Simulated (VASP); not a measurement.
Crystal: CaSe.

```
Ca Se
1.0
     0.00000    2.93846    2.93846
     2.93846    0.00000    2.93846
     2.93846    2.93846    0.00000
Ca Se
1 1
Direct
  0.00000 0.00000 0.00000
  0.50000 0.50000 0.50000
```

Base run:

- Program: VASP 6.6.1
- Functional: PBE-EpsX
- Potentials or basis: VASP PAW PBE potentials, release 64 (Ca_sv, Se)
- Cutoff: 520 eV
- k mesh: 6 × 6 × 6
- Occupations: gaussian, width 0.03 eV
- Spin: no spin polarisation

Its results: band gap on the k mesh 3.10 eV, indirect (least direct gap 4.15 eV); pressure 2.0 GPa.

After a change of settings the same cell gave: band gap on the k mesh 2.95 eV, indirect (least direct gap 4.01 eV); pressure 1.9 GPa. Which change was it?
A. functional from PBE-EpsX to HSE06
B. functional from PBE-EpsX to PBE
C. functional from PBE-EpsX to PBE0

A.

Caveats: the PAW data sets were made with another functional, which shifts forces and pressure a little.
